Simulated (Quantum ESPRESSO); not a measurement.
Wanted: the native input for a Quantum ESPRESSO 7.5 run.

* Task: band structure
* Functional: PBE
* Potentials or basis: SG15 PBE 1.2
* Cutoff: 1197 eV
* Density cutoff: 4789 eV
* k mesh: 7 × 7 × 7
* Occupations: fermi-dirac, width 0.05 eV
* Spin: no spin polarisation
* Mixing beta: 0.5
* Most SCF iterations: 120
* SCF threshold: 1e-09 Ry

The system is BaTiO3.

```xyz
5
Lattice="2.8274 1.6324 2.3184 -2.8274 1.6324 2.3184 0.0000 -3.2648 2.3184" Properties=species:S:1:pos:R:3 pbc="T T T"
Ba    0.0000    0.0000    0.0000
Ti    0.0000    0.0000    3.3698
O     1.3885   -0.8017    2.3988
O    -1.3885   -0.8017    2.3988
O     0.0000    1.6033    2.3988
```

One way to write it, as run:

pw.in

```
&CONTROL
  calculation = 'scf'
  prefix = 'pwscf'
  outdir = './tmp'
  pseudo_dir = './pseudo'
  tprnfor = .true.
  tstress = .true.
  disk_io = 'low'
/
&SYSTEM
  ibrav = 0
  celldm(1) = 8
  nat = 5
  ntyp = 3
  ecutwfc = 88
  nbnd = 28
  occupations = 'smearing'
  smearing = 'fd'
  degauss = 0.00367493
/
&ELECTRONS
  conv_thr = 1d-09
  electron_maxstep = 120
  mixing_beta = 0.5
/
ATOMIC_SPECIES
Ba   137.3270 Ba_ONCV_PBE-1.2.upf
Ti    47.8670 Ti_ONCV_PBE-1.2.upf
O     15.9990 O_ONCV_PBE-1.2.upf
CELL_PARAMETERS alat
  0.6678685679735   0.3855940974892   0.5476410939078
 -0.6678685679735   0.3855940974892   0.5476410939078
  0.0000000000000  -0.7711881950020   0.5476410939078
ATOMIC_POSITIONS crystal
Ba     0.0000000000    0.0000000000    0.0000000000
Ti     0.4845000000    0.4845000000    0.4845000000
O      0.5086000000    0.0175000000    0.5086000000
O      0.0175000000    0.5086000000    0.5086000000
O      0.5086000000    0.5086000000    0.0175000000
K_POINTS automatic
7 7 7 0 0 0
```

bands.in

```
&CONTROL
  calculation = 'bands'
  prefix = 'pwscf'
  outdir = './tmp'
  pseudo_dir = './pseudo'
  disk_io = 'low'
  verbosity = 'high'
/
&SYSTEM
  ibrav = 0
  celldm(1) = 8
  nat = 5
  ntyp = 3
  ecutwfc = 88
  nbnd = 28
  occupations = 'smearing'
  smearing = 'fd'
  degauss = 0.00367493
/
&ELECTRONS
  conv_thr = 1d-08
  electron_maxstep = 120
  mixing_beta = 0.5
  diago_full_acc = .true.
  startingwfc = 'random'
/
ATOMIC_SPECIES
Ba   137.3270 Ba_ONCV_PBE-1.2.upf
Ti    47.8670 Ti_ONCV_PBE-1.2.upf
O     15.9990 O_ONCV_PBE-1.2.upf
CELL_PARAMETERS alat
  0.6678685679735   0.3855940974892   0.5476410939078
 -0.6678685679735   0.3855940974892   0.5476410939078
  0.0000000000000  -0.7711881950020   0.5476410939078
ATOMIC_POSITIONS crystal
Ba     0.0000000000    0.0000000000    0.0000000000
Ti     0.4845000000    0.4845000000    0.4845000000
O      0.5086000000    0.0175000000    0.5086000000
O      0.0175000000    0.5086000000    0.5086000000
O      0.5086000000    0.5086000000    0.0175000000
K_POINTS crystal
60
 0.0000000000  0.0000000000  0.0000000000 1
 0.0714285714  0.0000000000  0.0000000000 1
 0.1428571429  0.0000000000  0.0000000000 1
 0.2142857143  0.0000000000  0.0000000000 1
 0.2857142857  0.0000000000  0.0000000000 1
 0.3571428571  0.0000000000  0.0000000000 1
 0.4285714286  0.0000000000  0.0000000000 1
 0.5000000000  0.0000000000  0.0000000000 1
 0.5000000000  0.0497171212 -0.0497171212 1
 0.5000000000  0.0994342425 -0.0994342425 1
 0.5000000000  0.1491513637 -0.1491513637 1
 0.5000000000  0.1988684849 -0.1988684849 1
 0.5000000000  0.2485856061 -0.2485856061 1
 0.5000000000  0.2983027274 -0.2983027274 1
 0.5000000000  0.3480198486 -0.3480198486 1
 0.5000000000  0.3977369698 -0.3977369698 1
 0.5000000000  0.4474540911 -0.4474540911 1
 0.5000000000  0.4971712123 -0.4971712123 1
 0.5028287877  0.5000000000  0.4971712123 1
 0.5000000000  0.5000000000  0.5000000000 1
 0.4583333333  0.4583333333  0.4583333333 1
 0.4166666667  0.4166666667  0.4166666667 1
 0.3750000000  0.3750000000  0.3750000000 1
 0.3333333333  0.3333333333  0.3333333333 1
 0.2916666667  0.2916666667  0.2916666667 1
 0.2500000000  0.2500000000  0.2500000000 1
 0.2083333333  0.2083333333  0.2083333333 1
 0.1666666667  0.1666666667  0.1666666667 1
 0.1250000000  0.1250000000  0.1250000000 1
 0.0833333333  0.0833333333  0.0833333333 1
 0.0416666667  0.0416666667  0.0416666667 1
 0.0000000000  0.0000000000  0.0000000000 1
 0.0498585606  0.0000000000 -0.0498585606 1
 0.0997171212  0.0000000000 -0.0997171212 1
 0.1495756818  0.0000000000 -0.1495756818 1
 0.1994342425  0.0000000000 -0.1994342425 1
 0.2492928031  0.0000000000 -0.2492928031 1
 0.2991513637  0.0000000000 -0.2991513637 1
 0.3490099243  0.0000000000 -0.3490099243 1
 0.3988684849  0.0000000000 -0.3988684849 1
 0.4487270455  0.0000000000 -0.4487270455 1
 0.4985856061  0.0000000000 -0.4985856061 1
 0.5014143939  0.4985856061  0.0000000000 1
 0.5000000000  0.5000000000  0.0000000000 1
 0.5002357323  0.5002357323  0.0828618687 1
 0.5004714646  0.5004714646  0.1657237374 1
 0.5007071969  0.5007071969  0.2485856061 1
 0.5009429292  0.5009429292  0.3314474749 1
 0.5011786615  0.5011786615  0.4143093436 1
 0.5014143939  0.5014143939  0.4971712123 1
 0.5000000000  0.5000000000  0.5000000000 1
 0.5000000000  0.0000000000  0.0000000000 1
 0.5003535985  0.0623232008  0.0623232008 1
 0.5007071969  0.1246464015  0.1246464015 1
 0.5010607954  0.1869696023  0.1869696023 1
 0.5014143939  0.2492928031  0.2492928031 1
 0.5017679923  0.3116160038  0.3116160038 1
 0.5021215908  0.3739392046  0.3739392046 1
 0.5024751893  0.4362624054  0.4362624054 1
 0.5028287877  0.4985856061  0.4985856061 1
```

Potentials or basis: SG15 PBE 1.2.

Run with:

```sh
$ OMP_NUM_THREADS=1 mpirun -n 2 pw.x -nk 2 -in pw.in > pw.out
$ OMP_NUM_THREADS=1 mpirun -n 2 pw.x -nk 2 -in bands.in > bands.out
```

It gave:

| Quantity | Value |
| --- | --- |
| Pressure | 5.1 GPa |
| Largest force | 0.238 eV/Å |
| Band gap on the k mesh | 2.53 eV, indirect (least direct gap 2.83 eV) |
| Band gap along the path | 2.47 eV, indirect (least direct gap 2.81 eV) |

Caveat: spin-orbit coupling is left out, which moves the levels of the heavy elements.

Run time: 4.4 min on 2 MPI ranks on Intel(R) Xeon(R) Platinum 8259CL CPU @ 2.50GHz (Skylake/Cascade Lake), on a shared host, peak memory 0.3 GiB a rank.
